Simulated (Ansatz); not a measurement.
## La2O3: changing the functional

The cell as given:

```
La O
1.0
     3.93078    0.00000    0.00000
    -1.96539    3.40415    0.00000
     0.00000    0.00000    6.11195
La O
2 3
Direct
  0.33333 0.66667 0.24624
  0.66667 0.33333 0.75376
  0.00000 0.00000 0.00000
  0.33333 0.66667 0.64589
  0.66667 0.33333 0.35411
```

The cell is a database's computed one, not the measured one.

Kept alike: task relaxation of cell and atoms; k mesh 8 × 8 × 5; occupations fermi-dirac, width 0.05 eV; no spin polarisation. Program: Ansatz, Ansatz PAW. Cutoffs run from 420 to 500 eV. The mesh is that of the run's cell of 5 atoms. No spin-orbit coupling.

| run | volume (Å³/atom) | first edge of the run's cell (Å) | third edge of the run's cell (Å) |
| --- | --- | --- | --- |
| A | 15.963 | 3.906 | 6.041 |
| B | 16.432 | 3.936 | 6.125 |
| C | 16.640 | 3.940 | 6.188 |
| D | 15.540 | 3.883 | 5.952 |

The relaxations keep at least the cell's symmetry (P-3m1). Relaxations stop with a little pressure left, so the last digits of a volume or edge aren't settled. Ansatz's relaxations hold a Pulay term in the stress (up to 0.6 GPa here). All rows use potentials made for PBE.

The runs differ in the functional (and the cutoff that goes with it) alone: LDA; PBE; PBEsol; r2SCAN. Which run is which?

Run A is PBEsol; run B is r2SCAN; run C is PBE; run D is LDA. The volume runs from 15.540 (LDA) to 16.640 Å³/atom (PBE). From PBE: LDA -1.100; PBEsol -0.677; r2SCAN -0.208. The first edge of the run's cell runs from 3.883 (LDA) to 3.940 Å (PBE). From PBE: LDA -0.057; PBEsol -0.034; r2SCAN -0.004. The third edge of the run's cell runs from 5.952 (LDA) to 6.188 Å (PBE). From PBE: LDA -0.236; PBEsol -0.147; r2SCAN -0.063.

The volumes follow the usual order for an ionic oxide. LDA overbinds and gives the smallest cell, while PBE's stronger gradient enhancement favours inhomogeneous density and loosens the La–O bonds. PBEsol weakens that enhancement and so falls between them, and r2SCAN stays closer to PBE.

The contraction is anisotropic: relative to PBE, the third edge shortens proportionally more than the first in every other run, so the axial ratio falls steadily with volume. This suggests that the lattice is more compliant along the trigonal axis, where stacked La–O layers can approach through small changes in the longer La–O contacts and in bond angles. In r2SCAN almost all of the change from PBE is axial, with the basal edge practically unchanged. A single scaling of all bond lengths therefore doesn't describe the effect of the functional.

The order of the volumes is not a ranking of accuracy, which would need a measured cell corrected for thermal and zero-point expansion.
